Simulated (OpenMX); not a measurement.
The system is Sb.

```
Sb
1.0
    -1.57654    1.57654    2.71194
     1.57654   -1.57654    2.71194
     1.57654    1.57654   -2.71194
Sb
1
Cartesian
  0.0000 0.0000 0.0000
```

This isn't the form of Sb at room conditions, which is rhombohedral.

| Property | Result |
| --- | --- |
| Program | OpenMX 3.8.5 |
| Task | single point |
| Functional | PBE |
| Potentials or basis | OpenMX 2013 PBE set, Sb7.0-s3p2d2, grid cutoff 500 Ry |
| k mesh | 13 × 13 × 13 |
| Occupations | fermi-dirac, width 0.05 eV |
| Spin | no spin polarisation |

On this cell: pressure 4.4 GPa; band gap on the k mesh none (metal or under the smearing width).

The same run follows on a disturbed copy (cell strained at random at fixed volume):

```
Sb
1.0
    -1.57758    1.58021    2.71183
     1.56699   -1.54428    2.68478
     1.60429    1.57099   -2.69094
Sb
1
Direct
  0.01775 0.00466 0.01701
```

What does the disturbed cell give?

The energy (extrapolated to zero smearing) moves by +0.4 meV/atom; pressure 4.3 GPa; band gap on the k mesh none (metal or under the smearing width).

Caveats: the basis of atomic orbitals isn't converged, which shifts pressures, moduli and gaps.
